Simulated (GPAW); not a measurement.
# NaCl (Fm-3m) in GPAW: further runs

One crystal, NaCl, is run at these levels: PBE, r2SCAN; tasks: equation of state, band structure, dielectric tensor.

All numbers are computed with GPAW 26.7.0; they aren't measurements. Logs are shortened: lines on timing, memory, paths and dates and some standing lists are left out, and cuts for length are marked. The log counts tension as positive stress, the text compression.

**What was measured.**

From a printed reference work, textbook, for a bulk crystal of NaCl at 80 K: high-frequency dielectric constant 2.34.

The results are compared with them further down.

## (1) The structure

Symmetry: Fm-3m, No. 225, cubic system. The conventional cell has a = 5.588 Å, b = 5.588 Å, c = 5.588 Å, α = 90.00°, β = 90.00°, γ = 90.00°. Around Cl (site symmetry m-3m) lie 6 Na at 2.79 Å. Na (site symmetry m-3m) is surrounded by 6 Cl at 2.79 Å.

The cell is a database's computed one.

## (2) Equation of state, PBE

Contents of run.py:

```python
from ase.eos import EquationOfState
from ase.io import Trajectory, read
from ase.units import GPa
from gpaw import GPAW, PW, setup_paths

setup_paths.insert(0, '.')

atoms = read('NaCl.xyz')

traj = Trajectory('eos.traj', 'w')
volumes, energies = [], []
for x in [0.94, 0.96, 0.98, 1.0, 1.02, 1.04, 1.06]:
    a = atoms.copy()
    a.set_cell(atoms.cell * x**(1 / 3), scale_atoms=True)
    calc = GPAW(mode=PW(800),
                xc='PBE',
                kpts={'size': (7, 7, 7), 'gamma': True},
                occupations={'name': 'fermi-dirac', 'width': 0.05},
                setups={'Cl': 'jth', 'Na': 'jth'},
                nbands=-8,
                convergence={'density': 1e-05, 'energy': 1e-05},
                maxiter=150,
                txt=f'eos-{x:.2f}.txt')
    a.calc = calc
    energies.append(a.get_potential_energy(force_consistent=True))
    volumes.append(a.get_volume())
    p = -a.get_stress()[:3].mean() / GPa
    calc.write(f'eos-{x:.2f}.gpw')
    traj.write(a)
    print(f'{x:.2f} {volumes[-1]:10.4f} A^3 {energies[-1]:14.6f} eV {p:9.3f} GPa', flush=True)

v0, e0, B = EquationOfState(volumes, energies, eos='birchmurnaghan').fit()
print(f'V0 = {v0:.4f} A^3, E0 = {e0:.6f} eV, B0 = {B / GPa:.2f} GPa')
```

Contents of NaCl.xyz:

```xyz
2
Lattice="0.0000000000 2.7940632177 2.7940632177 2.7940632177 0.0000000000 2.7940632177 2.7940632177 2.7940632177 0.0000000000" Properties=species:S:1:pos:R:3 pbc="T T T"
Cl     2.7940632177      2.7940632177      2.7940632177
Na     0.0000000000      0.0000000000      0.0000000000
```

Potentials or basis: JTH PAW 2.0, PBE, pw.

Started as:

```sh
OMP_NUM_THREADS=1 python run.py
```

The log of the run:

```text
__  _  _
 | _ |_)|_||  |
 |__||  | ||/\| - 26.7.0

Input parameters:
  mode=PW(ecut=800.0),
  convergence={'density': 1e-05, 'energy': 1e-05},
  kpts=MonkhorstPack(size=(7, 7, 7), gamma=True),
  maxiter=150,
  nbands=-8,
  occupations=Occupations(name='fermi-dirac', width=0.05),
  setups={'Cl': 'jth', 'Na': 'jth'},
  xc=XC(name='PBE')

Diagonalizing LCAO Hamiltonian
Converting LCAO to pw mode

                Cl

       Na

Atoms  # Å, Bohr magnetons
|   | symbol |        x |        y |        z |    initial magnetic moments |
|---|--------|----------|----------|----------|-----------------------------|
| 0 |     Cl | 2.737026 | 2.737026 | 2.737026 | ( 0.0000,  0.0000,  0.0000) |
| 1 |     Na | 0.000000 | 0.000000 | 0.000000 | ( 0.0000,  0.0000,  0.0000) |

Unit cell  # Å
| periodic |        x |        y |        z |  lengths |    angles |
|----------|----------|----------|----------|----------|-----------|
|      yes | 0.000000 | 2.737026 | 2.737026 | 3.870739 | 60.000000 |
|      yes | 2.737026 | 0.000000 | 2.737026 | 3.870739 | 60.000000 |
|      yes | 2.737026 | 2.737026 | 0.000000 | 3.870739 | 60.000000 |

Number of symmetries: 48
Symmetry operations  # r_c * U_cc + t_c -> r_c
|    | kind |            matrix            |
|----|------|------------------------------|
|  0 |  σ   |  1, 0, 0,  1, 0,-1,  1,-1, 0 |
|  1 |  C2  |  1, 0, 0,  1,-1, 0,  1, 0,-1 |
|  2 |  E   |  1, 0, 0,  0, 1, 0,  0, 0, 1 |
|  3 |  σ   |  1, 0, 0,  0, 0, 1,  0, 1, 0 |
|  4 |  C4  |  1, 0,-1,  1, 0, 0,  1,-1, 0 |
|  5 |  S6  |  1, 0,-1,  1,-1, 0,  1, 0, 0 |
|  6 |  σ   |  1, 0,-1,  0, 1,-1,  0, 0,-1 |
|  7 |  C3  |  1, 0,-1,  0, 0,-1,  0, 1,-1 |
|  8 |  S6  |  1,-1, 0,  1, 0, 0,  1, 0,-1 |
|  9 |  C4  |  1,-1, 0,  1, 0,-1,  1, 0, 0 |
| 10 |  C3  |  1,-1, 0,  0,-1, 1,  0,-1, 0 |
| 11 |  σ   |  1,-1, 0,  0,-1, 0,  0,-1, 1 |
| 12 |  σ   |  0, 1, 0,  1, 0, 0,  0, 0, 1 |
| 13 |  C4  |  0, 1, 0,  0, 1,-1, -1, 1, 0 |
| 14 |  C3  |  0, 1, 0,  0, 0, 1,  1, 0, 0 |
| 15 |  S6  |  0, 1, 0, -1, 1, 0,  0, 1,-1 |
| 16 |  C2  |  0, 1,-1,  1, 0,-1,  0, 0,-1 |
| 17 |  σ   |  0, 1,-1,  0, 1, 0, -1, 1, 0 |
| 18 |  S4  |  0, 1,-1,  0, 0,-1,  1, 0,-1 |
| 19 |  C4  |  0, 1,-1, -1, 1, 0,  0, 1, 0 |
| 20 |  C3  |  0, 0, 1,  1, 0, 0,  0, 1, 0 |
| 21 |  σ   |  0, 0, 1,  0, 1, 0,  1, 0, 0 |
| 22 |  S6  |  0, 0, 1,  0,-1, 1, -1, 0, 1 |
| 23 |  C4  |  0, 0, 1, -1, 0, 1,  0,-1, 1 |
| 24 |  S4  |  0, 0,-1,  1, 0,-1,  0, 1,-1 |
| 25 |  C3  |  0, 0,-1,  0, 1,-1,  1, 0,-1 |
| 26 |  C2  |  0, 0,-1,  0,-1, 0, -1, 0, 0 |
| 27 |  S6  |  0, 0,-1, -1, 0, 0,  0,-1, 0 |
| 28 |  S4  |  0,-1, 1,  1,-1, 0,  0,-1, 0 |
| 29 |  C4  |  0,-1, 1,  0, 0, 1, -1, 0, 1 |
| 30 |  C2  |  0,-1, 1,  0,-1, 0,  1,-1, 0 |
| 31 |  σ   |  0,-1, 1, -1, 0, 1,  0, 0, 1 |
| 32 |  C3  |  0,-1, 0,  1,-1, 0,  0,-1, 1 |
| 33 |  S6  |  0,-1, 0,  0, 0,-1, -1, 0, 0 |
| 34 |  S4  |  0,-1, 0,  0,-1, 1,  1,-1, 0 |
| 35 |  C2  |  0,-1, 0, -1, 0, 0,  0, 0,-1 |
| 36 |  C2  | -1, 1, 0,  0, 1, 0,  0, 1,-1 |
| 37 |  S6  | -1, 1, 0,  0, 1,-1,  0, 1, 0 |
| 38 |  S4  | -1, 1, 0, -1, 0, 1, -1, 0, 0 |
| 39 |  C3  | -1, 1, 0, -1, 0, 0, -1, 0, 1 |
| 40 |  S6  | -1, 0, 1,  0, 0, 1,  0,-1, 1 |
| 41 |  C2  | -1, 0, 1,  0,-1, 1,  0, 0, 1 |
| 42 |  C3  | -1, 0, 1, -1, 1, 0, -1, 0, 0 |
| 43 |  S4  | -1, 0, 1, -1, 0, 0, -1, 1, 0 |
| 44 |  C2  | -1, 0, 0,  0, 0,-1,  0,-1, 0 |
| 45 |  i   | -1, 0, 0,  0,-1, 0,  0, 0,-1 |
| 46 |  σ   | -1, 0, 0, -1, 1, 0, -1, 0, 1 |
| 47 |  C2  | -1, 0, 0, -1, 0, 1, -1, 1, 0 |

BZ-sampling:
  Number of BZ points: 343
  Number of IBZ points: 20

  Monkhorst-Pack size: [7, 7, 7]
  Monkhorst-Pack shift: [0, 0, 0]

K-points  # in reciprocal-cell coordinates
|     |                                coordinates |     weight |
|-----|--------------------------------------------|------------|
|   0 | (  0.00000000,   0.00000000,   0.00000000) | 0.00291545 |
|   1 | (  0.14285714,   0.14285714,   0.00000000) | 0.01749271 |
|   2 | (  0.14285714,   0.14285714,   0.14285714) | 0.02332362 |
|   3 | (  0.28571429,   0.14285714,   0.14285714) | 0.03498542 |
|   4 | (  0.28571429,   0.28571429,   0.00000000) | 0.01749271 |
|   5 | (  0.28571429,   0.28571429,   0.14285714) | 0.06997085 |
|   6 | (  0.28571429,   0.28571429,   0.28571429) | 0.02332362 |
|   7 | (  0.42857143,  -0.28571429,  -0.28571429) | 0.03498542 |
|   8 | (  0.42857143,   0.28571429,  -0.42857143) | 0.13994169 |
|   9 | (  0.42857143,   0.28571429,  -0.28571429) | 0.06997085 |
| ... |                                            |            |
|  19 | (  0.42857143,   0.42857143,   0.42857143) | 0.02332362 |

Plane wave coefficients: 2129
Cutoff: 800.0 eV

Spin-components: 1 (collinear spins)
Bands:           16
Projectors:      8
Spin-degeneracy: 2
Datatype:        complex128

Parallelization:
  kpt:    1
  domain: 1
  band:   1

Density:
  Valence electrons: 16.0
  Components: 1
  Grid points: [27 27 27]
  Charge: 0.0  # |e|

Potential:
  Grid points: [27 27 27]

species:
  Cl:
    name:    Chlorine
    Z:       17.0
    valence: 7
    core:    10
    charge:  0.0  # [|e|]
    compensation charges:
      type: sinc
      rc: 0.66  # [Å]
      lmax: 2
    cutoffs:
      filter: 0.95  # [Å]
      core: 1.51  # [Å]
    projectors
    | kind |    occ | energy [eV] | rcut [Å] |
    |------|--------|-------------|----------|
    |   3s |  2.000 |     -20.692 |    0.954 |
    |    s |        |      40.817 |    0.954 |
    |   3p |  5.000 |      -8.595 |    0.954 |
    |    p |        |      40.817 |    0.954 |

    Using partial waves for Cl as LCAO basis

  Na:
    name:    Sodium
    Z:       11.0
    valence: 9
    core:    2
    charge:  0.0  # [|e|]
    compensation charges:
      type: sinc
      rc: 0.74  # [Å]
      lmax: 2
    cutoffs:
      filter: 0.85  # [Å]
      core: 0.60  # [Å]
    projectors
    | kind |    occ | energy [eV] | rcut [Å] |
    |------|--------|-------------|----------|
    |   2s |  2.000 |     -56.753 |    0.848 |
    |   3s |  1.000 |      -2.744 |    0.848 |
    |   2p |  6.000 |     -28.673 |    0.794 |
    |   3p |  0.000 |      -0.743 |    0.794 |

    Using partial waves for Na as LCAO basis

Reference energy: -16975.012371  # eV

eigensolver:
  PPCG
  Converge bands: occupied
  niter=2

density mixing:
  MSR1-Mixer
  Pratt-step length: 0.05
  Maximum mixing coefficient: 0.75
  Old densities: 10
  SVD Regularization: 0.005
  Good broyden scale: 1.0
  Trust region scale: 1.0
  Backstep threshold: 4.0
  History deletion threshold: 6.0
  Fourier metric: weight=20.0, sigma=0.015

occupation numbers:
  Fermi-Dirac:
    width: 0.0500  # eV

poisson solver:
  ecut: 6400.0  # eV

xc functional:
  name: PBE with 2 nearest neighbor stencil

convergence criteria:
- Maximum integral of absolute [dens]ity change: 1e-05 electrons / valence electron
- Maximum [total energy] change in last 3 cyles: 1e-05 eV / valence electron
- Maximum integral of absolute [eigenst]ate change: 4e-08 eV^2 / valence electron
maximum number of iterations: 150

SCF iterations
|iter     | |      energy | eigst |  dens |
|---------|-|-------------|-------|-------|
|iter:   1| |   -6.936539 | -1.38 |       |
|iter:   2| |   -6.915420 | -2.68 | -1.36 |
|iter:   3| |   -6.823794 | -2.31 | -1.40 |
|iter:   4| |   -6.826194 | -3.59 | -1.93 |
|iter:   5| |   -6.826918 | -4.49 | -2.43 |
|iter:   6| |   -6.826947 | -5.86 | -3.26 |
|iter:   7| |   -6.826949c| -7.09 | -3.86 |
|iter:   8| |   -6.826949c| -7.91c| -4.88 |
|iter:   9| |   -6.826949c| -8.34c| -5.29c|

Converged in 9 steps
Energy contributions relative to reference atoms: (reference = -16975.012371)

Energy contributions:
  Kinetic:          10.280655
  Coulomb:          -9.696870
  Zero:             -0.052646
  External:          0.000000
  Xc:               -7.358088
  Entropy:           0.000000
  Spinorbit:         0.000000
  ----------------------------
  Free energy:      -6.826949
  Extrapolated:     -6.826949

dipole moment: (-14.524695, -14.524695, -14.524695)  # |e|*Ang

Fermi level: 2.582
Eigenvalues  # (at kpt = [0.000, 0.000, 0.000])
| band index |      eig [eV] | occ [0-2] |
|------------|---------------|-----------|
|          0 |       -48.530 |     2.000 |
|          1 |       -20.441 |     2.000 |
|          2 |       -20.441 |     2.000 |
|          3 |       -20.441 |     2.000 |
|          4 |       -12.635 |     2.000 |
|          5 |         0.243 |     2.000 |
|          6 |         0.243 |     2.000 |
|          7 |         0.243 |     2.000 |
|          8 |         5.736 |     0.000 |
|          9 |        11.430 |     0.000 |
|         10 |        11.430 |     0.000 |
|         11 |        11.430 |     0.000 |
|         12 |        13.656 |     0.000 |
|         13 |        13.656 |     0.000 |
|         14 |        15.552 |     0.000 |
|         15 |        18.261 |     0.000 |

Gap: 5.492 eV
Transition (v -> c):
  (s=0, k=0, n=7, [0.00, 0.00, 0.00]) -> (s=0, k=0, n=8, [0.00, 0.00, 0.00])
No difference between direct/indirect transitions

Stress tensor  # eV/Ang^3
|         x |         y |         z |
|-----------|-----------|-----------|
| -0.024009 |  0.000000 |  0.000000 |
|  0.000000 | -0.024009 |  0.000000 |
|  0.000000 |  0.000000 | -0.024009 |

# Writing to eos-0.94.gpw (mode='')
```

Run time: 92 s. Hardware: 1 thread of Intel Xeon Platinum 8488C (Sapphire Rapids), shared host; peak memory 0.22 GiB.

What came out:

- Equilibrium volume: 23.65 Å³/atom (rough: see the caveat)
- Bulk modulus: 18.9 GPa (rough)

Energy against volume, from the lowest point:
```csv
volume (Å³/atom),energy (meV/atom)
20.504,32.27
20.940,22.61
21.376,14.95
21.813,9.08
22.249,4.99
22.685,1.33
23.121,0.00
```

Caveat: the minimum lies outside the volumes run; the program truncates these outside data sets.

## (3) Band structure, r2SCAN

Contents of run.py:

```python
from ase.dft.bandgap import bandgap
from ase.io import write
from ase.spacegroup import crystal
from ase.units import GPa
from gpaw import GPAW, PW

# Cl 4b
# Na 4a
atoms = crystal(['Cl', 'Na'],
                basis=[[0.5, 0.0, 0.0],
                       [0.0, 0.0, 0.0]],
                spacegroup=225, setting=1,  # Fm-3m
                cellpar=[5.58812644, 5.58812644, 5.58812644, 90.0, 90.0, 90.0],
                primitive_cell=True)

calc = GPAW(mode=PW(800),
            xc='MGGA_X_R2SCAN+MGGA_C_R2SCAN',
            kpts={'size': (7, 7, 7), 'gamma': True},
            occupations={'name': 'fermi-dirac', 'width': 0.05},
            nbands=15,
            convergence={'density': 1e-05, 'energy': 1e-05},
            maxiter=150,
            txt='gpaw.txt')
atoms.calc = calc
energy = atoms.get_potential_energy()
forces = atoms.get_forces()
stress = atoms.get_stress()
calc.write('gs.gpw')
write('result.traj', atoms)
print(f'Energy: {energy:.6f} eV')
print('Forces (eV/A):')
print(forces.round(4))
print('Stress (GPa):', (stress / GPa).round(3))
print('Fermi level:', round(calc.get_fermi_level(), 4), 'eV')
print(f'Gap: {bandgap(calc)[0]:.4f} eV, direct: {bandgap(calc, direct=True)[0]:.4f} eV')

path = atoms.cell.bandpath('GXWKGLUWLK,UX', npoints=100, eps=1e-4)
bs_calc = calc.fixed_density(kpts=path, symmetry='off', nbands=26,
                             convergence={'bands': 'CBM+6.0', 'eigenstates': 1e-6}, txt='bands.txt')
bs = bs_calc.band_structure()
bs.write('bs.json')
print(f'Gap on the path: {bandgap(bs_calc)[0]:.4f} eV')
```

Potentials or basis: GPAW PAW data sets (gpaw-data 1.2.1), pw.

Started as:

```sh
OMP_NUM_THREADS=1 python run.py
```

It took 4 min on 1 thread of Intel Xeon Platinum 8488C (Sapphire Rapids), shared host; peak memory 0.39 GiB.

It converged, with:

```yaml
Free_energy: -13.5482 eV
Pressure: 0.4 GPa
Band_gap_on_the_k_mesh: 6.02 eV, direct
Band_gap_along_the_path: 6.02 eV, direct
```

Levels at the corners of the path, in eV from the valence-band top:
| point | band 4 | band 5 | band 6 | band 7 | band 8 | band 9 | band 10 | band 11 |
| --- | --- | --- | --- | --- | --- | --- | --- | --- |
| Γ | -13.29 | 0.00 | 0.00 | 0.00 | 6.02 | 11.76 | 11.76 | 11.76 |
| X | -12.86 | -1.75 | -0.63 | -0.63 | 8.47 | 8.60 | 12.41 | 15.97 |
| W | -12.84 | -1.25 | -1.25 | -0.79 | 9.82 | 10.43 | 10.43 | 12.35 |
| K | -12.85 | -1.48 | -1.17 | -0.53 | 9.01 | 9.87 | 11.45 | 13.73 |
| Γ | -13.29 | 0.00 | 0.00 | 0.00 | 6.02 | 11.76 | 11.76 | 11.76 |
| L | -12.91 | -2.01 | -0.29 | -0.29 | 7.97 | 11.73 | 11.73 | 11.84 |
| U | -12.85 | -1.48 | -1.17 | -0.53 | 9.01 | 9.87 | 11.45 | 13.73 |
| W | -12.84 | -1.25 | -1.25 | -0.79 | 9.82 | 10.43 | 10.43 | 12.35 |
| L | -12.91 | -2.01 | -0.29 | -0.29 | 7.97 | 11.73 | 11.73 | 11.84 |
| K | -12.85 | -1.48 | -1.17 | -0.53 | 9.01 | 9.87 | 11.45 | 13.73 |
| U | -12.85 | -1.48 | -1.17 | -0.53 | 9.01 | 9.87 | 11.45 | 13.73 |
| X | -12.86 | -1.75 | -0.63 | -0.63 | 8.47 | 8.60 | 12.41 | 15.97 |

Caveat: the PAW data sets were made with another functional, which shifts forces and pressure a little. r2SCAN opens gaps a little over a GGA but as a rule still falls short of measured ones.

[end of part 1 of 2]
